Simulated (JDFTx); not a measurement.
## Sb under changes of volume

One of the cells (29.904 Å³/atom); the others are scaled copies at fixed shape and fractional positions:

```
Sb
1.0
     3.12240    0.00000    0.00000
     0.00000    4.34752    0.00000
    -0.03891    0.00000    4.40585
Sb
2
Direct
  0.01139 0.25000 0.24117
  0.98861 0.75000 0.75883
```

This isn't the form of Sb at room conditions, which is rhombohedral.

| Item | Value |
| --- | --- |
| Program | JDFTx 1.7.0 (patched build) |
| Functional | PBEsol |
| Potentials or basis | PseudoDojo-SR-PBEsol-0.4.1-standard with smoothed tails |
| Cutoff | 1088 eV |
| Density cutoff | 8708 eV |
| k mesh | 9 × 6 × 6 |
| Occupations | fermi-dirac, width 0.05 eV |
| Spin | no spin polarisation |

| volume (Å³/atom) | energy over the lowest point (meV/atom) | pressure (GPa) | largest force (eV/Å) |
| --- | --- | --- | --- |
| 28.110 | ? | ? | ? |
| 28.708 | 0.00 | 0.0 | 0.108 |
| 29.306 | 1.97 | -1.2 | 0.077 |
| 29.904 | 8.18 | -2.3 | 0.051 |
| 30.502 | 18.15 | -3.2 | 0.034 |
| 31.100 | 31.45 | -4.1 | 0.037 |
| 31.698 | 47.73 | -4.8 | 0.052 |

Question: What does the run at 28.110 Å³/atom give?

Answer: Energy over the lowest point 2.81 meV/atom; pressure 1.4 GPa; largest force 0.146 eV/Å.

Worked out: A Birch-Murnaghan fit of order 3 (a polynomial in V^(-2/3)) to the other rows has its minimum at 28.75 Å³/atom with B0 = V·E''(V) = 61 GPa and B' = 4.7 at fixed shape and positions, which overstates the stiffness. It gives 2.79 meV/atom at 28.110 Å³/atom, against the run's 2.81, and -dE/dV = 1.4 GPa, against 1.4.

Energies are extrapolated to zero smearing.
